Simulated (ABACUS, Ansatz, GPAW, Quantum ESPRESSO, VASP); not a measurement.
One calculation of Sb, 6 ways

```
Sb
1.0
    -0.01676    2.38071    2.40165
     2.36975    0.04435    2.34054
     2.40963    2.35947    0.00447
Sb
1
Direct
  0.99246 0.01309 0.98926
```

This isn't the form of Sb at room conditions, which is rhombohedral.

The given cell was strained at random by a few per cent at fixed volume.

Alike in all runs: task single point; functional PBE; k mesh 10 × 10 × 10; occupations fermi-dirac, width 0.05 eV; no spin polarisation; no spin-orbit coupling. Pressure is positive in compression and, in plane waves, holds the error of the finite cutoff, which Ansatz's Pulay term estimates and takes out.

| program and potentials | plane-wave cutoff (eV) | notes | band gap (eV) | pressure (GPa) | energy over the undisturbed cell (meV/atom) |
| --- | --- | --- | --- | --- | --- |
| ABACUS, PseudoDojo NC SR 0.4.1 PBE standard, plane waves | 1102 | 15 valence electrons an atom on average | no gap | 1.79 | -1.91 |
| Ansatz, all-electron LAPW, scalar-relativistic | - | - | no gap | 1.76 | - |
| Quantum ESPRESSO, SSSP 1.3 efficiency PBE | 748 | 15 valence electrons an atom on average | no gap | 1.87 | -1.90 |
| Ansatz, Ansatz PAW (earlier soft set) | 420 | 15 valence electrons an atom on average | no gap | 1.76 | -1.98 |
| GPAW, GPAW PAW data sets (gpaw-data 1.2.1) | 600 | 15 valence electrons an atom on average | no gap | 1.42 | -2.06 |
| VASP, PBE PAW files Sb, 520 eV | 520 | 5 valence electrons an atom on average | no gap | 1.62 | - |

None finds a gap. The pressure spans 1.42 (GPAW, GPAW PAW data sets (gpaw-data 1.2.1)) to 1.87 GPa (Quantum ESPRESSO, SSSP 1.3 efficiency PBE), with all-electron results at 1.76.

The functional is the same throughout but for its coding, so the spread measures potentials, basis and numerics; runs on potential files found faulty are left out.

All four runs that give an energy difference put the strained cell slightly below the undisturbed one. The lattice vectors are close to those of a face-centred cubic primitive cell, where symmetry removes any first-order energy change from a volume-conserving strain. The lowering therefore suggests a negative curvature, that is, an elastic instability of the cubic parent towards some shear. Since the volume is fixed, relief of the positive pressure can't account for it.

The missing gap follows from electron counting: one Sb atom per cell brings an odd number of electrons, which can't fill spin-degenerate bands completely. Close packing also works against the directional p bonding of group 15, whose three short and three longer contacts in the rhombohedral form come from a Peierls-like distortion that needs two atoms per cell. Freezing the 4d shell has no clear effect on the pressure, as the five-electron result lies within the range of the others. A single random strain doesn't identify the soft shear direction or where the distortion would end.
